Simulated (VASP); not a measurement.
A run of VASP 6.6.1:

INCAR

```
SYSTEM = In
ALGO = Normal
EDIFF = 1E-7
ENCUT = 520
GGA = PE
ISIF = 2
ISMEAR = -1
LASPH = .True.
LCHARG = .False.
LREAL = .False.
LWAVE = .False.
NBANDS = 12
NELM = 100
PREC = Accurate
SIGMA = 0.05
```

The input KPOINTS:

```
k-points
0
Gamma
  10 10 10
  0 0 0
```

POSCAR

```
In
1.0
   -1.8697510000      1.8571300000      1.9138710000
    1.8335350000     -1.9128010000      1.9333270000
    1.8585180000      1.9015680000     -1.9695420000
In
1
Direct
   -0.0001030000     -0.0021710000      0.0014700000
```

Potentials or basis: VASP PAW PBE potentials, release 64 (In_d).

Command:

```sh
$ cat potpaw_PBE.64/In_d/POTCAR > POTCAR
$ mpirun -np 1 vasp_std > vasp.out
```

Hardware: 1 thread of Intel(R) Xeon(R) Platinum 8488C (Sapphire Rapids), on a shared host.

Question: Estimate the wall time of this run.

Answer: Wall time 54 s on 1 thread of Intel(R) Xeon(R) Platinum 8488C (Sapphire Rapids) (shared host), peak memory 0.26 GiB. Counts: scf iterations 11, k points 504.
